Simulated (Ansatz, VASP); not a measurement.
## One calculation of AlH2, two programs

The input INCAR:

```
PREC = Accurate ; ENCUT = 520
EDIFF = 1E-7 ; ISMEAR = 0
SIGMA = 0.1 ; LREAL = F
LASPH = T ; NELM = 80
ALGO = Normal ; ISIF = 2
LWAVE = F ; LCHARG = F
GGA = PE ; NBANDS = 10
```

File KPOINTS:

```
Automatic mesh
0
Gamma
  6 6 6
```

Contents of POSCAR:

```
AlH2
1.0
    3.1372985900      0.0000000000      0.0000000000
   -1.5686493000      2.7169802800      0.0000000000
    0.0000000000      0.0000000000      3.6866398400
Al H
1 2
Direct
    0.6666666700      0.3333333300      0.0000000000
    0.3333333300      0.6666666700      0.1725413700
    0.3333333300      0.6666666700      0.8274586300
```

Input for Ansatz:

```yaml
crystal:
  lattice:
    - [3.13729859, 0.0, 0.0]
    - [-1.5686493, 2.71698028, 0.0]
    - [0.0, 0.0, 3.68663984]
  atoms:
    - { symbol: Al, position: [0.66666667, 0.33333333, 0.0] }
    - { symbol: H, position: [0.33333333, 0.66666667, 0.17254137] }
    - { symbol: H, position: [0.33333333, 0.66666667, 0.82745863] }
basis:
  ecutwfc: 420
kpoints:
  mp_grid: { grid: [6, 6, 6] }
hamiltonian:
  xc: pbe
scf:
  occupations: { method: gaussian, width: 0.1 }
  lower_state_search: "off"
output:
  forces: true
  stress: true
  eigenvalues: true
```

Alike in both runs: task single point; functional PBE; k mesh 6 × 6 × 6; occupations gaussian, width 0.1 eV; no spin polarisation.

```csv
,VASP,Ansatz
version,VASP 6.6.1,Ansatz 0.2.0
potentials or method,"VASP PAW PBE potentials, release 64 (Al, H)","scalar-relativistic, plane waves, PAW"
plane-wave cutoff (eV),520,420
valence electrons in the cell,5,5
```

```csv
,VASP,Ansatz,Ansatz less VASP
gap on the k mesh at the Fermi level (eV),none,none,-
pressure (GPa),0.1,0.2,+0.13
largest component of the traceless stress (GPa),5.59,5.58,-0.013
rms of the force components (eV/Å),0.800,0.800,-0.0003
```

Atom by atom the forces differ by 0.000 eV/Å (rms over components). A gap of «none» marks a metal or a gap that the smearing closes. With one functional, cell and mesh, what is left measures potentials, basis and numerics.

Caveats: the k mesh is coarse (spacing up to 0.39 Å⁻¹), so the values aren't converged; forces of over 1 eV/Å show positions far from the minimum, so gaps and moduli don't describe the material at rest.
